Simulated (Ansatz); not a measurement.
Space group P4/mmm (No. 123). a = 2.729 Å, b = 2.729 Å, c = 3.765 Å, α = 90.00°, β = 90.00°, γ = 90.00°
```json
{"atom": "Fe", "site": "1d", "symmetry": "4/mmm", "x": "0.5000", "y": "0.5000", "z": "0.5000"}
{"atom": "Pt", "site": "1a", "symmetry": "4/mmm", "x": "0.0000", "y": "0.0000", "z": "0.0000"}
```

Equation of state of this FePt structure (not necessarily the ground state), with shape and atoms relaxed at each volume where symmetry leaves them free. It has no gap at any of these volumes. Theory: Ansatz 0.2.0, DFT PBE, scalar-relativistic, plane waves, PAW.

Settings: cutoff 420 eV, Γ-centred mesh 20×20×14 on the computed 2-atom cell, Gaussian smearing of 0.10 eV; collinear spin from starting moments 3.2 0.4 μB.

| V (Å³/atom) | E − E(largest V) (meV/atom) | P (GPa) |
| --- | --- | --- |
| 13.180 | 7.36 | 14.66 |
| 13.601 | -20.20 | 6.64 |
| 14.022 | -28.47 | 0.00 |
| 14.442 | -20.79 | -5.52 |
| 14.863 | 0.00 | -10.08 |

Problem. Fit a third-order Birch–Murnaghan equation, E = E0 + (9V0B0/16)·[(x − 1)³B0' + (x − 1)²(6 − 4x)] with x = (V0/V)^(2/3), to E(V).

Solution. V0 = 14.02 Å³/atom, B0 = 202 GPa, B0' = 5.4.

Spin-orbit coupling is left out, which matters for the bands of heavy elements.

The cell was reached from a generator's guess, though it ends in a space group that the Crystallography Open Database lists for this formula.
